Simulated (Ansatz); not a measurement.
ZnS: a film clamped to a substrate

Method: DFT r2SCAN, scalar-relativistic, plane waves, PAW in Ansatz. Cutoff 500 eV, Γ-centred 8×8×8 k-points, Gaussian smearing of 0.05 eV. No spin polarisation. Energies are free energies at this smearing, counted from the undisturbed cell; pressure is positive in compression.

The undisturbed cell (relaxed at this level):

```
CELL_PARAMETERS angstrom
0.00000 2.69451 2.69451
2.69451 0.00000 2.69451
2.69451 2.69451 0.00000
ATOMIC_POSITIONS crystal
Zn 0.00000 0.00000 0.00000
S 0.75000 0.75000 0.75000
```

The cell (2 atoms, V0 = 39.13 Å³) is strained by p along both x and y and by q along z, fractional coordinates fixed. τp = (1/V0) ∂E/∂p = (σxx + σyy)(1 + p)(1 + q) and τq = (1/V0) ∂E/∂q = σzz(1 + p)², with tension positive.

```csv
p,q,ΔE (meV/atom),τp (GPa),τq (GPa)
0.000,0.000,0.00,-0.01,0.00
-0.015,0.000,4.89,-5.43,-2.03
0.015,0.000,4.55,4.89,1.82
0.000,-0.015,1.50,-2.00,-1.64
0.000,0.015,1.45,1.85,1.58
```

Task: Get the second derivatives of the energy density.

Result: Central differences give A = ∂τp/∂p = 344 GPa (C11 + C22 + 2 C12), C = ∂τq/∂q = 108 GPa (C33) and the cross term B = ∂τq/∂p = 129 GPa (C13 + C23); ∂τp/∂q = 128 GPa must equal B, and any difference shows higher-order terms. The ions are clamped. In a cubic crystal C11 = C = 108, C12 = B/2 = 64 GPa and A should be 2(C11 + C12) = 344 GPa; the bulk modulus is (C11 + 2 C12)/3 = 79 GPa.

Task: A film of this crystal grows with z along the normal on a substrate that imposes p. How does its thickness respond, and what does the misfit cost?

Result: Count p and q from the stress-free cell. A free surface needs τq = 0, so q = −(B/C) p = -1.20 p. The energy density left is (A − B²/C) p²/2 = M p², with the biaxial modulus M = 95 GPa; a misfit of 1 % costs 1.16 meV/atom, against 2.10 meV/atom if the thickness were held.

Letting the film relax along its normal removes nearly half of the misfit energy, 1.16 against 2.10 meV/atom. The thickness changes by more than the in-plane strain on each axis, yet this offsets only part of the area change, so the volume isn't conserved. The reason lies in the tetrahedral network: an axial strain at constant volume mainly bends the bond angles, which in a fairly ionic zinc blende crystal is much easier than compressing the bonds. C12 is therefore a large fraction of C11, and the Poisson response is strong. Compression costs more than equal extension in both strain pairs, as expected from the steeper repulsive side of the bonding potential.

Holding the fractional coordinates fixed does not stiffen these constants, because strains along the cubic axes leave twofold axes through each atom that forbid an internal displacement. This doesn't carry over to a (111) film, where C44 enters and the sublattices can shift against each other, so the biaxial modulus found here applies only to (001) growth.
